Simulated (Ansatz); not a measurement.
**ZnSnN2 (II-IV-V2 ordering on zincblende lattice): from bands to localised orbitals**

Aim: build maximally localised Wannier functions for ZnSnN2 (II-IV-V2 ordering on zincblende lattice) from several sets of trial orbitals, and check spreads and centres, and how well the models interpolate the bands. Plan: PBE, anion s p, 6×6×4; PBE, anion s p, 4×4×4; PBE, anion s p, 8×8×6; PBE, anion p, 6×6×4; PBE, metal d and anion p, 6×6×4; PBE, metal d, 6×6×4; r2SCAN, anion s p, 6×6×4; r2SCAN, metal d, 6×6×4; r2SCAN, anion p, 6×6×4; HSE06, anion s p, 6×6×4; HSE06, metal d, 6×6×4 (level, trial orbitals, Wannier mesh).

Computed with Ansatz 0.2.0 (plane waves, PAW, unless a step's input says otherwise).

2 further runs of the same task are left out: 2 that didn't finish.

**1. Starting point**

Symmetry: P-4m2, No. 115, tetragonal system. The conventional cell has a = 3.382 Å, b = 3.382 Å, c = 4.700 Å, α = 90.00°, β = 90.00°, γ = 90.00°. Zn (site symmetry -4m2) has 4 N at 2.05 Å as nearest neighbours. N (site symmetry 2mm) has 2 Zn at 2.05 Å and 2 Sn at 2.07 Å as nearest neighbours. Sn (site symmetry -4m2) has 4 N at 2.07 Å as nearest neighbours.

Structure file:

```
CELL_PARAMETERS angstrom
3.38202 0.00000 0.00000
0.00000 3.38202 0.00000
0.00000 0.00000 4.69964
ATOMIC_POSITIONS crystal
Zn 0.00000 0.00000 0.00000
N 0.00000 0.50000 0.24484
Sn 0.50000 0.50000 0.50000
N 0.50000 0.00000 0.75516
```

Cell and atoms come from an earlier r2SCAN relaxation. No run includes spin-orbit coupling, which matters for Sn.

**2. PBE, anion s p, 6×6×4**

File input.yaml:

```yaml
crystal:
  lattice:
    - [3.3820201418, 0.0, 0.0]
    - [0.0, 3.3820201418, 0.0]
    - [0.0, 0.0, 4.6996405198]
  atoms:
    - { symbol: Zn, position: [0.0, 0.0, 0.0] }
    - { symbol: "N", position: [0.0, 0.5, 0.2448435876] }
    - { symbol: Sn, position: [0.5, 0.5, 0.5] }
    - { symbol: "N", position: [0.5, 0.0, 0.7551564124] }
kpoints:
  mp_grid: { grid: [6, 6, 4] }
  band_path:
    path:
      - [[0.0, 0.0, 0.0], [0.0, 0.5, 0.0], [0.5, 0.5, 5.819047227373e-33], [0.0, 0.0, 0.0], [1.010523962018e-49, 0.0, 0.5], [1.010523962018e-49, 0.5, 0.5], [0.5, 0.5, 0.5], [1.010523962018e-49, 0.0, 0.5]]
      - [[0.0, 0.5, 0.0], [1.010523962018e-49, 0.5, 0.5]]
      - [[0.5, 0.5, 5.819047227373e-33], [0.5, 0.5, 0.5]]
    npoints: 10
hamiltonian:
  xc: pbe
scf:
  occupations: { method: fermi_dirac, width: 0.02 }
  n_extra_bands: 6
output:
  forces: false
  stress: false
  eigenvalues: true
  wannier:
    kmesh: [6, 6, 4]
    projections: [{ species: "N", l: s, shell: 2 }, { species: "N", l: p, shell: 2 }]
    minimise: true
    write_hr: true
    conv_tol: 1.0e-08
    max_iter: 3000
  write_density: true
  write_potential: true
  elf: true
  volumetric_format: npy
```

Command:

```
$ ansatz run input.yaml --threads 4 --pin off --max-ram 3686MiB --backend cpu --events-out ev --progress --plain --runs-dir out
```

The runs that follow: PBE, anion s p, 4×4×4; PBE, anion s p, 8×8×6; PBE, anion p, 6×6×4; PBE, metal d and anion p, 6×6×4; PBE, metal d, 6×6×4; r2SCAN, anion s p, 6×6×4; r2SCAN, metal d, 6×6×4; r2SCAN, anion p, 6×6×4; HSE06, anion s p, 6×6×4; HSE06, metal d, 6×6×4.

Before running them: what should the planned runs give, taken together? Wanted: total spread, PBE, anion s p, 6×6×4; total spread, PBE, anion s p, 4×4×4; total spread, PBE, anion s p, 8×8×6; total spread, PBE, anion p, 6×6×4; total spread, PBE, metal d and anion p, 6×6×4; total spread, PBE, metal d, 6×6×4; total spread, r2SCAN, anion s p, 6×6×4; total spread, r2SCAN, metal d, 6×6×4; total spread, r2SCAN, anion p, 6×6×4.

The runs gave:

```
                                     quantity                                 value
          total spread, PBE, anion s p, 6×6×4             16.28 Å² over 8 functions
          total spread, PBE, anion s p, 4×4×4             14.48 Å² over 8 functions
          total spread, PBE, anion s p, 8×8×6             18.27 Å² over 8 functions
            total spread, PBE, anion p, 6×6×4             22.67 Å² over 6 functions
total spread, PBE, metal d and anion p, 6×6×4            12.22 Å² over 11 functions
            total spread, PBE, metal d, 6×6×4              8.22 Å² over 5 functions
       total spread, r2SCAN, anion s p, 6×6×4             15.97 Å² over 8 functions
         total spread, r2SCAN, metal d, 6×6×4              8.15 Å² over 5 functions
         total spread, r2SCAN, anion p, 6×6×4             22.86 Å² over 6 functions
        total spread, HSE06, anion s p, 6×6×4             14.30 Å² over 8 functions
          total spread, HSE06, metal d, 6×6×4              6.51 Å² over 5 functions
                     centres of the first set  0.46 to 0.64 Å from the nearest atom
```

In words: With PBE, anion s p, 6×6×4 the 8 functions move off the atoms, with a mean spread of 2.04 Å²; 94 % of the total is gauge invariant. The total spread goes from 14.48 Å² on 4×4×4 to 18.27 Å² on 8×8×6: finite differences in k understate it on coarse meshes, while the largest miss of a band goes from 0.71 to 0.57 eV. On one set and mesh the functional gives 16.28 (PBE), 15.97 (r2SCAN), 14.30 (HSE06) Å².
